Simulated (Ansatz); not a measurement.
# HfN (Fm-3m) in Ansatz: further runs

The runs below take HfN through single point, equation of state, with LDA.

Program: Ansatz 0.2.0. These are calculated values, not measurements. Logs are shortened: lines on timing, memory, paths and dates and some standing lists are left out, and cuts for length are marked.

### Step 1. Starting point

Symmetry: Fm-3m, No. 225, cubic system. The conventional cell has a = 4.512 Å, b = 4.512 Å, c = 4.512 Å, α = 90.00°, β = 90.00°, γ = 90.00°. Around Hf (site symmetry m-3m) lie 6 N at 2.26 Å. Around N (site symmetry m-3m) lie 6 Hf at 2.26 Å.

### Step 2. Single point, LDA, 10.79 Å³/atom (volume scaled by 0.94)

input.yaml reads:

```yaml
crystal:
  lattice:
    - [0.0, 2.2099462613, 2.2099462613]
    - [2.2099462613, 0.0, 2.2099462613]
    - [2.2099462613, 2.2099462613, 0.0]
  atoms:
    - { symbol: Hf, position: [0.0, 0.0, 0.0] }
    - { symbol: "N", position: [0.5, 0.5, 0.5] }
kpoints:
  mp_grid: { grid: [10, 10, 10] }
scf:
  occupations: { method: fermi_dirac, width: 0.05 }
hamiltonian:
  xc: lda
  pseudopotentials: { kind: all_electron, lapw: { basis_error: 0.001 } }
output:
  forces: true
  stress: true
  eigenvalues: true
```

Potentials or basis: all-electron LAPW, scalar-relativistic.

Command:

```console
ansatz run input.yaml --threads 1 --pin off --max-ram 3072MiB --backend cpu --events-out ev --progress --plain --runs-dir out
```

Standard output:

```text
Warning: RAYON_NUM_THREADS=1 ignored (pool sized by the plan → 1); use --threads N
LAPW: plane waves up to 9.715 Å⁻¹, error target 1.0e-3 eV per atom; small_component_spin mean_spin; N in spheres of 0.931 Å, 7 of its electrons in bands, Dirac shells []; Hf in spheres of 1.279 Å, 42 of its electrons in bands, Dirac shells [] (how accurate: hamiltonian.pseudopotentials.lapw.basis_error, Limitations)
Engine: ansatz 0.2.0, aarch64-unknown-linux-gnu
Pseudopotentials: kind: all_electron
Pseudopotential: Hf, LAPW, valence charge 42, lapw/all_electron/scalar/gaussian/Hf, Koelling and Harmon's equation, gaussian nucleus
Pseudopotential: N, LAPW, valence charge 7, lapw/all_electron/scalar/gaussian/N, Koelling and Harmon's equation, gaussian nucleus
Functional definition: SPW92
  exchange = slater_x
  correlation = pw_c
Crystal: 2 atoms, lattice volume = 21.586 Å³
Basis set: ecut = 359.56943188660495 eV, 331 PW (Γ), exchange–correlation at level 2
Bands: 30, of which v1, the nominal top of the filled ones, is band 25 counted from 1 (24 counted from 0)
Symmetry: 48 space group operations
Space group: Fm-3m (ITA 225), of the structure as read, at distance tolerance 2.8e-5 Å
k-points: 47 of 1000
Non-local potential: Hf, projectors of the file, none
Non-local potential: N, projectors of the file, none
Initial density: superposition of atomic densities (chi_scale 0.1, normalization cell, long waves kept (reshape's long-wave potential 0.00 eV rms))
Initial wavefunctions: plane waves of lowest kinetic energy (no species holds an atomic orbital)
Functional: x = slater, c = lda
iter 1 solved again at ethr=9.43e-3 eV; its pass at ethr=1.00e-1 eV (dr2=4.62e0 eV) is discarded
SCF iter   1: F=—  HF=-411491.850648 eV  |F-HF|=—  |Δ(HF+E_count)|=         —  Δρ=1.32e-1  dr2=4.62e0  ethr=9.43e-3  ⟨swp⟩=2.0  Hψ=8822  notcnv=0
preconditioner: auto → Kerker (q_TF=auto, 3.128 Å⁻¹)  [metal: Δε(μ)=0.133 eV  Ē_g=19.508 eV  σ=0.050 eV  W_gap=0.50  n_scr=14 (ndim 8)  ℏωp=43.0 eV  f_vac=0.000  D(μ)=0.35/eV (n_scr^D=0)]
iter 2 solved again at ethr=4.11e-4 eV; its pass at ethr=9.43e-3 eV (dr2=2.02e-1 eV) is discarded
SCF iter   2: F=—  HF=-411489.996889 eV  |F-HF|=—  |Δ(HF+E_count)|=    1.85e0  Δρ=2.92e-2  dr2=2.01e-1  ethr=4.11e-4  ⟨swp⟩=2.0  Hψ=7091  notcnv=0
SCF iter   3: F=—  HF=-411489.940596 eV  |F-HF|=—  |Δ(HF+E_count)|=         —  Δρ=3.42e-2  dr2=3.47e-1  ethr=4.11e-4  ⟨swp⟩=2.0  Hψ=4443  notcnv=0
the basis was enlarged: its passes take 113.8 KiB over the memory plan, 1 of 1 planned eigensolver slots
SCF iter   4: F=—  HF=-411489.931343 eV  |F-HF|=—  |Δ(HF+E_count)|=   9.25e-3  Δρ=1.72e-2  dr2=8.90e-2  ethr=4.11e-4  ⟨swp⟩=2.0  Hψ=4294  notcnv=0
SCF iter   5: F=—  HF=-411489.857405 eV  |F-HF|=—  |Δ(HF+E_count)|=   7.39e-2  Δρ=4.11e-3  dr2=1.46e-3  ethr=1.82e-4  ⟨swp⟩=2.0  Hψ=4298  notcnv=0
SCF iter   6: F=—  HF=-411489.855636 eV  |F-HF|=—  |Δ(HF+E_count)|=   1.77e-3  Δρ=1.99e-3  dr2=1.25e-3  ethr=2.97e-6  ⟨swp⟩=2.7  Hψ=4281  notcnv=0
SCF iter   7: F=—  HF=-411489.855387 eV  |F-HF|=—  |Δ(HF+E_count)|=   2.49e-4  Δρ=5.35e-4  dr2=7.30e-5  ethr=2.56e-6  ⟨swp⟩=2.0  Hψ=4211  notcnv=0
SCF iter   8: F=—  HF=-411489.855384 eV  |F-HF|=—  |Δ(HF+E_count)|=   3.41e-6  Δρ=1.26e-4  dr2=3.86e-6  ethr=1.49e-7  ⟨swp⟩=2.0  Hψ=4211  notcnv=0
SCF iter   9: F=—  HF=-411489.855383 eV  |F-HF|=—  |Δ(HF+E_count)|=   9.34e-7  Δρ=3.37e-5  dr2=1.97e-7  ethr=7.89e-9  ⟨swp⟩=2.0  Hψ=4211  notcnv=0
SCF iter  10: F=-411489.855383 eV  HF=-411489.855383 eV  |F-HF|=7.23e-8  |Δ(HF+E_count)|=   4.19e-8  Δρ=1.28e-5  dr2=3.82e-8  ethr=4.02e-10  ⟨swp⟩=2.0  Hψ=4211  notcnv=0
SCF 1 converged in 10 iterations: F = -411489.855383 eV  dr2 = 3.82e-8
SCF converged after 10 iterations
Free energy (F): -411489.855383 eV
Harris-Foulkes:  -411489.855383 eV  (|F-HF|=7.23e-8)
Internal energy: -411489.849510 eV  (E = F + TS)
E sigma→0 (E₀):  -411489.852447 eV
Entropy (-TS):   -0.005872 eV (-2.936 meV/atom)
Fermi energy:    25.545569 eV
--- Per-component energies (eV) ---
  E_band       = -4304.322628
  E_kinetic    = 457568.485515
  E_xc         = -8350.374152
  E_electrostatic = -860707.960873  (all electrons and nuclei)
  E_smearing   = -0.005872  (= −TS)
  E_closure    = 0.000000  (closes the sum)
  E_atoms      = -411468.675594  (free atoms, spherical and without spin; not in F)
  Σ components = -411489.855383   (vs F -411489.855383, Δ=0.00e0)
  Basis errors (estimates in eV, not in F): energy 3.4e-4 per atom: plane waves 3.1e-4 (1.7e-4 summed), levels above the bands 1.2e-85, relativity 9.9e-9, radial functions 3.6e-5, core shells 8.8e-7; eigenvalues (radial functions only) 6.5e-6; not estimated: angular momenta, meshes, grids; target (lapw.basis_error) 1.0e-3; muffin-tin radii N 0.931 Å, Hf 1.279 Å
--- Forces (eV/Å), atoms counted from 1 ---
  atom   1  Hf    -0.00000000     0.00000000    -0.00000000
  atom   2  N      0.00000000    -0.00000000    -0.00000000
  max |Σ_I F_I| component: 3.81e-30 eV/Å
--- Stress (GPa, compression-positive) ---
       10.659735      -0.000000       0.000000
       -0.000000      10.659735      -0.000000
        0.000000      -0.000000      10.659735
  P = ⅓ Tr σ = 10.6597 GPa (106.597 kbar)
--- Band table (eV; the first three rows and the last of 47) ---
  k-point 0: bands = ["-348.7086", "-347.5049", "-347.5049", "-347.5049", "-175.8857", "-175.8857", "-175.8831", "-175.8831", "-175.8831", "-36.9590", "-5.3312", "-5.3312", "-5.3312", "7.8388", "13.0631", "13.0631", "13.0631", "13.1117", "13.2349", "13.2349", "13.2349", "22.5848", "22.5848", "22.5848", "25.0479", "25.0479", "25.0479", "27.5510", "27.5510", "28.0630"]
  k-point 1: bands = ["-348.7086", "-347.5049", "-347.5049", "-347.5049", "-175.8857", "-175.8857", "-175.8831", "-175.8831", "-175.8831", "-36.9509", "-5.4624", "-5.3415", "-5.3415", "8.1010", "13.0647", "13.0736", "13.0736", "13.1178", "13.2261", "13.2261", "13.2353", "21.6202", "21.9514", "21.9514", "25.3534", "25.4101", "25.4101", "28.3772", "28.3772", "28.7279"]
  k-point 2: bands = ["-348.7086", "-347.5049", "-347.5049", "-347.5049", "-175.8857", "-175.8857", "-175.8831", "-175.8831", "-175.8831", "-36.9299", "-5.7897", "-5.3683", "-5.3683", "8.7950", "13.0788", "13.1024", "13.1024", "13.1353", "13.2045", "13.2045", "13.2362", "19.8744", "20.8229", "20.8229", "25.8371", "26.2985", "26.2985", "30.1391", "30.2037", "30.2037"]
  k-point 46: bands = ["-348.7086", "-347.5049", "-347.5049", "-347.5049", "-175.8857", "-175.8857", "-175.8831", "-175.8831", "-175.8831", "-36.8464", "-6.1358", "-5.9448", "-5.7714", "9.5873", "13.1278", "13.1431", "13.1500", "13.1757", "13.1785", "13.2094", "13.2442", "19.3712", "19.9905", "20.0689", "25.4969", "27.9836", "31.5089", "31.5115", "32.4045", "36.3010"]
```

Run time: 14 s. Hardware: 1 thread of Arm Neoverse V2, shared host; peak memory 0.33 GiB.

Results:

```yaml
Free_energy: -411489.8554 eV
Pressure: 10.7 GPa
Band_gap_on_the_k_mesh: none (metal or under the smearing width)
```

### Step 3. Single point, LDA, 11.02 Å³/atom (volume scaled by 0.96)

input.yaml, as its differences from that of step 2:

```diff
@@ -2,5 +2,5 @@
   lattice:
-    - [0.0, 2.2099462613, 2.2099462613]
-    - [2.2099462613, 0.0, 2.2099462613]
-    - [2.2099462613, 2.2099462613, 0.0]
+    - [0.0, 2.2255097759, 2.2255097759]
+    - [2.2255097759, 0.0, 2.2255097759]
+    - [2.2255097759, 2.2255097759, 0.0]
   atoms:
```

Potentials or basis: all-electron LAPW, scalar-relativistic.

Command:

```console
ansatz run input.yaml --threads 1 --pin off --max-ram 3072MiB --backend cpu --events-out ev --progress --plain --runs-dir out
```

Wall time 13 s (1 thread of Arm Neoverse V2, shared host); peak memory 0.33 GiB.

Results (log left out):

```yaml
Free_energy: -411489.8757 eV
Pressure: 3.7 GPa
Band_gap_on_the_k_mesh: none (metal or under the smearing width)
```

### Step 4. Single point, LDA, 11.25 Å³/atom (volume scaled by 0.98)

input.yaml, as its differences from that of step 3:

```diff
@@ -2,5 +2,5 @@
   lattice:
-    - [0.0, 2.2255097759, 2.2255097759]
-    - [2.2255097759, 0.0, 2.2255097759]
-    - [2.2255097759, 2.2255097759, 0.0]
+    - [0.0, 2.2408586042, 2.2408586042]
+    - [2.2408586042, 0.0, 2.2408586042]
+    - [2.2408586042, 2.2408586042, 0.0]
   atoms:
```

Command:

```console
ansatz run input.yaml --threads 1 --pin off --max-ram 3072MiB --backend cpu --events-out ev --progress --plain --runs-dir out
```

Wall time 13 s (1 thread of Arm Neoverse V2, shared host); peak memory 0.33 GiB.

It converged, with:

```yaml
Free_energy: -411489.8772 eV
Pressure: -2.6 GPa
Band_gap_on_the_k_mesh: none (metal or under the smearing width)
```

### Step 5. Single point, LDA, 11.48 Å³/atom

input.yaml, as its differences from that of step 4:

```diff
@@ -2,5 +2,5 @@
   lattice:
-    - [0.0, 2.2408586042, 2.2408586042]
-    - [2.2408586042, 0.0, 2.2408586042]
-    - [2.2408586042, 2.2408586042, 0.0]
+    - [0.0, 2.256, 2.256]
+    - [2.256, 0.0, 2.256]
+    - [2.256, 2.256, 0.0]
   atoms:
```

Command:

```console
ansatz run input.yaml --threads 1 --pin off --max-ram 3072MiB --backend cpu --events-out ev --progress --plain --runs-dir out
```

Wall time 12 s (1 thread of Arm Neoverse V2, shared host); peak memory 0.33 GiB.

The run converged. Its results:

* Free energy: -411489.8616 eV
* Pressure: -8.2 GPa
* Band gap on the k mesh: none (metal or under the smearing width)

### Step 6. Single point, LDA, 11.71 Å³/atom (volume scaled by 1.02)

input.yaml, as its differences from that of step 5:

```diff
@@ -2,5 +2,5 @@
   lattice:
-    - [0.0, 2.256, 2.256]
-    - [2.256, 0.0, 2.256]
-    - [2.256, 2.256, 0.0]
+    - [0.0, 2.2709408328, 2.2709408328]
+    - [2.2709408328, 0.0, 2.2709408328]
+    - [2.2709408328, 2.2709408328, 0.0]
   atoms:
```

Potentials or basis: all-electron LAPW, scalar-relativistic.

Command:

```console
ansatz run input.yaml --threads 1 --pin off --max-ram 3072MiB --backend cpu --events-out ev --progress --plain --runs-dir out
```

Run time: 12 s. Hardware: 1 thread of Arm Neoverse V2, shared host; peak memory 0.33 GiB.

Results (log left out):

| Item | Value |
| --- | --- |
| Free energy | -411489.8307 eV |
| Pressure | -13.2 GPa |
| Band gap on the k mesh | none (metal or under the smearing width) |

### Step 7. Single point, LDA, 11.94 Å³/atom (volume scaled by 1.04)

input.yaml, as its differences from that of step 6:

```diff
@@ -2,5 +2,5 @@
   lattice:
-    - [0.0, 2.2709408328, 2.2709408328]
-    - [2.2709408328, 0.0, 2.2709408328]
-    - [2.2709408328, 2.2709408328, 0.0]
+    - [0.0, 2.285687615, 2.285687615]
+    - [2.285687615, 0.0, 2.285687615]
+    - [2.285687615, 2.285687615, 0.0]
   atoms:
```

Command:

```console
ansatz run input.yaml --threads 1 --pin off --max-ram 3072MiB --backend cpu --events-out ev --progress --plain --runs-dir out
```

Wall time 12 s (1 thread of Arm Neoverse V2, shared host); peak memory 0.33 GiB.

Results (log left out):

```
Free energy            : -411489.7862 eV
Pressure               : -17.8 GPa
Band gap on the k mesh : none (metal or under the smearing width)
```

### Step 8. Single point, LDA, 12.17 Å³/atom (volume scaled by 1.06)

input.yaml, as its differences from that of step 7:

```diff
@@ -2,5 +2,5 @@
   lattice:
-    - [0.0, 2.285687615, 2.285687615]
-    - [2.285687615, 0.0, 2.285687615]
-    - [2.285687615, 2.285687615, 0.0]
+    - [0.0, 2.3002465274, 2.3002465274]
+    - [2.3002465274, 0.0, 2.3002465274]
+    - [2.3002465274, 2.3002465274, 0.0]
   atoms:
```

Command:

```console
ansatz run input.yaml --threads 1 --pin off --max-ram 3072MiB --backend cpu --events-out ev --progress --plain --runs-dir out
```

It took 12 s on 1 thread of Arm Neoverse V2, shared host; peak memory 0.33 GiB.

It converged, with:

```yaml
Free_energy: -411489.7293 eV
Pressure: -21.8 GPa
Band_gap_on_the_k_mesh: none (metal or under the smearing width)
```

### Step 9. Equation of state, LDA

Potentials or basis: all-electron LAPW, scalar-relativistic.

This step only gathers the single runs of the series.

What came out:

```
Equilibrium volume                      : 11.15 Å³/atom
Bulk modulus                            : 301 GPa
Pressure derivative of the bulk modulus : 4.3
```

Energy against volume, from the lowest point:
```
volume (Å³/atom)  energy (meV/atom)
          10.793              10.89
          11.023               0.71
          11.252               0.00
          11.482               7.80
          11.712              23.23
          11.941              45.50
          12.171              73.91
```
